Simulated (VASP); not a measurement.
# BaTiO3 (Amm2) in VASP: vibrations by finite differences with r2SCAN

Aim: the vibrations by finite differences of BaTiO3 with r2SCAN.

All numbers are computed with VASP 6.6.1; they aren't measurements. Logs are shortened: lines on timing, memory, paths and dates and some standing lists are left out, and cuts for length are marked.

## (1) Starting point

It takes space group Amm2 (No. 38, orthorhombic). The conventional cell has a = 3.980 Å, b = 5.732 Å, c = 5.761 Å, α = 90.00°, β = 90.00°, γ = 90.00°. Around Ba (site symmetry mm2) lie 12 O at 2.79 to 2.97 Å. Ti (site symmetry mm2) is surrounded by 4 O at 1.86 to 2.00 Å. O (site symmetry mm2) has 2 Ti at 2.00 Å as nearest neighbours. O (site symmetry m) has 1 Ti at 1.86 Å as nearest neighbours.

## (2) Vibrations by finite differences, r2SCAN

Input file INCAR:

```
SYSTEM = BaTiO3
  PREC = Accurate
  ENCUT = 520
  EDIFF = 1E-8
  ISMEAR = 0
  SIGMA = 0.02
  LREAL = .False.
  LASPH = .True.
  NELM = 60
  ALGO = Normal
  ISIF = 2
  LWAVE = .False.
  LCHARG = .False.
  METAGGA = R2SCAN
  LMIXTAU = .True.
  IBRION = 6
  NFREE = 2
  POTIM = 0.015
  NSW = 1
  KPAR = 8
```

Input file KPOINTS:

```
Automatic mesh
0
Gamma
  8 8 8
  0 0 0
```

Input file POSCAR:

```
BaTiO3                                  
1.0
    3.9797763635      0.0000000000      0.0000000000
    0.0000000000      2.8658677174      2.8802573396
    0.0000000000     -2.8658677174      2.8802573396
  Ba              Ti              O             
     1     1     3
Direct
     0.0000000000000000    0.0074042537628998    0.0074042537628998
     0.5000000000000000    0.5228185020552019    0.5228185020552019
     0.0000000000000000    0.4913105084988771    0.4913105084988771
     0.5000000000000000    0.4944172703283556    0.9809294653546630
     0.5000000000000000    0.9809294653546630    0.4944172703283556
```

Potentials or basis: VASP PAW PBE potentials, release 64 (Ba_sv, Ti_sv, O).

Command:

```
$ cat potpaw_PBE.64/Ba_sv/POTCAR potpaw_PBE.64/Ti_sv/POTCAR potpaw_PBE.64/O/POTCAR > POTCAR
$ mpirun -np 8 vasp_std > vasp.out
```

OUTCAR:

```text
SYSTEM = BaTiO3
   PREC = Accurate
   ENCUT = 520
   EDIFF = 1E-8
   ISMEAR = 0
   LREAL = .False.
   LASPH = .True.
   NELM = 60
   ISIF = 2
   METAGGA = R2SCAN
   IBRION = 6
   NFREE = 2
   POTIM = 0.015
   NSW = 1

 ion  position               nearest neighbor table
   1  0.000  0.007  0.007-   3 2.79   4 2.81   5 2.81   4 2.81   5 2.81   3 2.87   3 2.87   5 2.88
                             4 2.88   5 2.88   4 2.88   3 2.97   2 3.43   2 3.43   2 3.49   2 3.49
   2  0.500  0.523  0.523-   4 1.86   5 1.86   3 2.00   3 2.00   5 2.21   4 2.21   1 3.43   1 3.43
                             1 3.49   1 3.49   1 3.49   1 3.49   1 3.57   1 3.57
   3  0.000  0.491  0.491-   2 2.00   2 2.00   1 2.79   1 2.87   1 2.87   1 2.97
   4  0.500  0.494  0.981-   2 1.86   2 2.21   1 2.81   1 2.81   1 2.88   1 2.88
   5  0.500  0.981  0.494-   2 1.86   2 2.21   1 2.81   1 2.81   1 2.88   1 2.88

  LATTYP: Found a base centered orthorhombic cell.
 ALAT       =     5.7317354348
 B/A-ratio  =     1.0050210350
 C/A-ratio  =     0.6943405551

  Lattice vectors:

 A1 = (   0.0000000000,   2.8658677174,  -2.8802573396)
 A2 = (   0.0000000000,   2.8658677174,   2.8802573396)
 A3 = (   3.9797763635,   0.0000000000,   0.0000000000)

Analysis of symmetry for initial positions (statically):
=====================================================================
 Subroutine PRICEL returns:
 Original cell was already a primitive cell.

 Routine SETGRP: Setting up the symmetry group for a
 base centered orthorhombic supercell.

 Subroutine GETGRP returns: Found  4 space group operations
 (whereof  4 operations were pure point group operations)
 out of a pool of  8 trial point group operations.

The static configuration has the point symmetry C_2v.

Analysis of symmetry for dynamics (positions and initial velocities):
=====================================================================
 Subroutine PRICEL returns:
 Original cell was already a primitive cell.

 Routine SETGRP: Setting up the symmetry group for a
 base centered orthorhombic supercell.

 Subroutine GETGRP returns: Found  4 space group operations
 (whereof  4 operations were pure point group operations)
 out of a pool of  8 trial point group operations.

The dynamic configuration has the point symmetry C_2v.

 Subroutine INISYM returns: Found  4 space group operations
 (whereof  4 operations are pure point group operations),
 and found     1 'primitive' translations

----------------------------------------------------------------------------------------

                                     Primitive cell

  volume of cell :      65.7016

  direct lattice vectors                    reciprocal lattice vectors
     3.979776364  0.000000000  0.000000000     0.251270400  0.000000000  0.000000000
     0.000000000  2.865867717  2.880257340     0.000000000  0.174467229  0.173595600
     0.000000000 -2.865867717  2.880257340     0.000000000 -0.174467229  0.173595600

  length of vectors
     3.979776364  4.063136734  4.063136734     0.251270400  0.246118358  0.246118358

  position of ions in fractional coordinates (direct lattice)
     0.000000000  0.007404254  0.007404254
     0.500000000  0.522818502  0.522818502
     0.000000000  0.491310508  0.491310508
     0.500000000  0.494417270  0.980929465
     0.500000000  0.980929465  0.494417270

  ion indices of the primitive-cell ions
   primitive index   ion index
                 1           1
                 2           2
                 3           3
                 4           4
                 5           5

----------------------------------------------------------------------------------------

 KPOINTS: Automatic mesh

Automatic generation of k-mesh.
 Grid dimensions read from file:
 generate k-points for:    8    8    8

 Generating k-lattice:
[... 88 lines left out ...]
   LHFCALC =     F    Hartree Fock is set to
   AEXX    =    0.0000 exact exchange contribution
   IVDW    =     0    specifies the selected vdW correction
   LEPSILON=     F    determine dielectric tensor
   LRPA    =     F    only Hartree local field effects (RPA)
 finite differences with symmetry
 non-spin polarized calculation
 Gauss-broadening in eV      SIGMA  =   0.02
  energy-cutoff  :      520.00
  volume of cell :       65.70
 maximum number of plane-waves:      1795
 NGX is ok and might be reduce to    30
   NGX = 15   NGY = 15   NGZ = 15

--------------------------------------- Ionic step        1  -------------------------------------------

 number of electron      39.9999989 magnetization

 Free energy of the ion-electron system (eV)
  ---------------------------------------------------
  ext. energy  EPLUGINS =         0.00000000
  ---------------------------------------------------
  free energy    TOTEN  =       -74.27188087 eV

  energy without entropy =      -74.27188087  energy(sigma->0) =      -74.27188087

------------------------ aborting loop because EDIFF is reached ----------------------------------------

  FORCE on cell =-STRESS in cart. coord.  units (eV):
  Direction    XX          YY          ZZ          XY          YZ          ZX
  --------------------------------------------------------------------------------------
  -------------------------------------------------------------------------------------
  Total        0.0039077      0.0079889      0.0084751      0.0000000      0.0000000      0.0000000
  in kB        0.0952916      0.1948140      0.2066707      0.0000000      0.0000000      0.0000000
  external PRESSURE =       0.1655921 kB  Pullay stress =       0.0000000 kB
[... 98 lines left out ...]
  FREE ENERGIE OF THE ION-ELECTRON SYSTEM (eV)
  ---------------------------------------------------
  free  energy   TOTEN  =       -74.2711218641 eV

  energy  without entropy=      -74.2711218641  energy(sigma->0) =      -74.27112186

[... ionic steps 4 to 22 ...]

--------------------------------------- Ionic step       23  -------------------------------------------

 number of electron      39.9999989 magnetization

------------------------ aborting loop because EDIFF is reached ----------------------------------------
[... 73 lines left out ...]
--------------------------------------- Ionic step       25  -------------------------------------------

 number of electron      39.9999991 magnetization

 Free energy of the ion-electron system (eV)
  ---------------------------------------------------
  ext. energy  EPLUGINS =         0.00000000
  ---------------------------------------------------
  free energy    TOTEN  =       -74.27088792 eV

  energy without entropy =      -74.27088792  energy(sigma->0) =      -74.27088792

 E-fermi :   3.4427     XC(G=0): -11.7597

 val. band max:        3.3444009048   @ k =   0.5000   0.5000   0.5000
 cond. band min:       5.9457144493   @ k =   0.0000   0.0000   0.0000
 fundamental gap:      2.6013135445
 Fermi energy:         3.4426775981

 k-point     1 :       0.0000    0.0000    0.0000
  band No.  band energies     occupation
      1     -55.2983      2.00000
      2     -30.5182      2.00000
      3     -30.5081      2.00000
      4     -30.4461      2.00000
      5     -22.2389      2.00000
      6     -14.4597      2.00000
[... 637 lines left out ...]
     23       7.6979      0.00000
     24       8.4886      0.00000

 [... further k-points ...]

------------------------ aborting loop because EDIFF is reached ----------------------------------------

  FORCE on cell =-STRESS in cart. coord.  units (eV):
  Direction    XX          YY          ZZ          XY          YZ          ZX
  --------------------------------------------------------------------------------------
  -------------------------------------------------------------------------------------
  Total        0.0494516      0.1176987      0.1391239      0.0000000     -0.0821593      0.0000000
  in kB        1.2059087      2.8701592      3.3926278      0.0000000     -2.0035096      0.0000000
  external PRESSURE =       2.4895652 kB  Pullay stress =       0.0000000 kB
[... 20 lines left out ...]
  FREE ENERGIE OF THE ION-ELECTRON SYSTEM (eV)
  ---------------------------------------------------
  free  energy   TOTEN  =       -74.2708879193 eV

  energy  without entropy=      -74.2708879193  energy(sigma->0) =      -74.27088792

 INTERNAL STRAIN TENSORS FROM DISPLACED ATOMS
 ============================================

 INTERNAL STRAIN TENSOR FOR ION    1 for displacements in x,y,z  (eV/Angst):
          X           Y           Z          XY          YZ          ZX
  --------------------------------------------------------------------------------
  x     0.00000     0.00000     0.00000     0.00000     0.00000     0.32159
  y     0.00000     0.00000     0.00000     0.00000     0.83280     0.00000
  z     0.27789     0.72800     1.53693     0.00000     0.00000     0.00000

 INTERNAL STRAIN TENSOR FOR ION    5 for displacements in x,y,z  (eV/Angst):
          X           Y           Z          XY          YZ          ZX
  --------------------------------------------------------------------------------
  x     0.00000     0.00000     0.00000    -0.54791     0.00000    -2.00551
  y    -1.43523   -11.73476    -7.65356     0.00000    -6.95718     0.00000
  z    -2.90670    -7.03470    -8.41643     0.00000    -5.31620     0.00000

 Eigenvectors and eigenvalues of the dynamical matrix
 ----------------------------------------------------

   1 f  =   16.089814 THz   101.095280 2PiTHz  536.698410 cm-1    66.542092 meV
             X         Y         Z           dx          dy          dz
      0.000000  0.000000  0.042652    -0.000000   -0.000000   -0.003384
      1.989888  0.000000  3.011704    -0.000000    0.000000   -0.081116
      0.000000  0.000000  2.830201    -0.000000   -0.000000   -0.353795
      1.989888 -1.394280  4.249378     0.000000   -0.608047    0.253767
      1.989888  1.394280  4.249378     0.000000    0.608047    0.253767
[... 105 lines left out ...]
  15 f/i=    2.192810 THz    13.777830 2PiTHz   73.144258 cm-1     9.068728 meV
             X         Y         Z           dx          dy          dz
      0.000000  0.000000  0.042652    -0.003535   -0.000000   -0.000000
      1.989888  0.000000  3.011704     0.688550    0.000000   -0.000000
      0.000000  0.000000  2.830201    -0.580424    0.000000   -0.000000
      1.989888 -1.394280  4.249378    -0.307404    0.000000   -0.000000
      1.989888  1.394280  4.249378    -0.307404   -0.000000   -0.000000

 ELASTIC MODULI CONTR FROM IONIC RELAXATION (kBar)
 Direction    XX          YY          ZZ          XY          YZ          ZX
 --------------------------------------------------------------------------------
 XX         -94.6345   -110.0746   -124.0577     -0.0000      0.0000      0.0000
 YY        -110.0746   -849.4800   -858.1153     -0.0000     -0.0000     -0.0000
 ZZ        -124.0577   -858.1153  -1009.4888     -0.0000     -0.0000     -0.0000
 XY          -0.0000     -0.0000     -0.0000     -2.6184      0.0000      0.0000
 YZ          -0.0000     -0.0000     -0.0000      0.0000   -780.5377      0.0000
 ZX           0.0000     -0.0000     -0.0000      0.0000      0.0000    -20.0217
 --------------------------------------------------------------------------------
```

It took 54 min on 8 MPI ranks of AMD EPYC 7R43 (Zen 3), shared host; peak memory 0.71 GiB.

Results:

- Highest phonon frequency at Γ, LO-TO splitting left out: 537 cm⁻¹
- Most unstable mode: 73i cm⁻¹

Phonon frequencies in cm⁻¹ (negative: imaginary):
```tsv
q point	frequencies
(0.000, 0.000, 0.000)	-73 -1 -1 -1 175 177 179 276 296 308 310 321 470 485 537
```

Caveat: some modes are imaginary; the PAW data sets were made with another functional, which shifts forces and pressure a little.
